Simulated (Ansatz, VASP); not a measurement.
## Two plane-wave programs on BP

```xyz
2
Lattice="0.0000 2.2832 2.2832 2.2832 0.0000 2.2832 2.2832 2.2832 0.0000" Properties=species:S:1:pos:R:3 pbc="T T T"
B     0.0000    0.0000    0.0000
P     1.1416    1.1416    1.1416
```

Alike in both runs: functional r2SCAN; k mesh 10 × 10 × 10; occupations fermi-dirac, width 0.02 eV; no spin polarisation.

Ansatz relaxed the structure, and its values are those at the end. VASP's run is a single point on that final structure, the one shown.

```csv
,VASP,Ansatz
version,VASP 6.6.1,Ansatz 0.2.0
potentials or method,"VASP PAW PBE potentials, release 64 (B, P)",PAW plane waves
plane-wave cutoff (eV),520,500
valence electrons in the cell,8,8
```

VASP gave:

- gap on the k mesh at the Fermi level (eV): 1.47
- pressure (GPa): -3.7

Problem. What did Ansatz give for the same quantities?

Solution. gap on the k mesh at the Fermi level (eV): 1.44; pressure (GPa): -3.2.

Ansatz warned: «stress_scf_threshold_loose».

Caveats: the PAW data sets were made with another functional, which shifts forces and pressure a little (VASP). A k mesh can miss the band edges. r2SCAN opens gaps a little over a GGA but as a rule still falls short of measured ones.
